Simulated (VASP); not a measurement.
Set up this calculation in VASP 6.6.1, as the native input.

| Property | Result |
| --- | --- |
| Task | single point |
| Functional | PBEsol |
| Dispersion | D4 |
| Potentials or basis | VASP PAW PBE potentials, release 64 (Er) |
| Cutoff | 520 eV |
| k mesh | 8 × 8 × 8 |
| Occupations | methfessel-paxton, width 0.15 eV |
| Spin | collinear spin, typed start |
| Starting moments | [3.0] μB |
| Dipole correction | no |
| Further INCAR settings | ALGO = Normal; EDIFF = 1e-06; NBANDS = 21 |

The structure of Er lies in POSCAR:

```
Er
1.0
   -1.9779380000      1.9779380000      1.9779380000
    1.9779380000     -1.9779380000      1.9779380000
    1.9779380000      1.9779380000     -1.9779380000
Er
1
Direct
    0.0000000000      0.0000000000      0.0000000000
```

This isn't the form of Er at room conditions, which is hcp.

These files were run (other wordings do the same):

INCAR

```
  ALGO = Normal
  EDIFF = 1E-6
  ENCUT = 520
  GGA = PS
  ISIF = 2
  ISMEAR = 1
  ISPIN = 2
  IVDW = 13
  LASPH = True
  LCHARG = False
  LMAXMIX = 6
  LORBIT = 11
  LREAL = False
  LWAVE = False
  MAGMOM = 3
  NBANDS = 21
  NELM = 150
  PREC = Accurate
  SIGMA = 0.15
```

KPOINTS

```
k-points
0
Gamma
  8 8 8
```

Potentials or basis: VASP PAW PBE potentials, release 64 (Er).

The run is started by

```bash
$ cat potpaw_PBE.64/Er/POTCAR > POTCAR
$ mpirun -np 1 vasp_std > vasp.out
```

It gave:

```json
{"Pressure": "-0.6 GPa", "Band gap on the k mesh": "none (metal or under the smearing width)", "Net moment": "2.20 μB per cell", "Site moments": "Er +2.33 μB", "Valence electrons inside the program's atomic spheres": "Er 19.64", "Dispersion energy per atom": "-0.108 eV"}
```

Caveat: the magnetic or orbital state may not be the lowest; the PAW data sets were made with another functional, which shifts forces and pressure a little; spin-orbit coupling is left out, which moves the levels of the heavy elements; pairwise dispersion overbinds metals, which lowers pressure and volume.

Wall time 81 s on 1 thread of Intel(R) Xeon(R) Platinum 8488C (Sapphire Rapids), with other jobs on the host, peak memory 0.2 GiB.
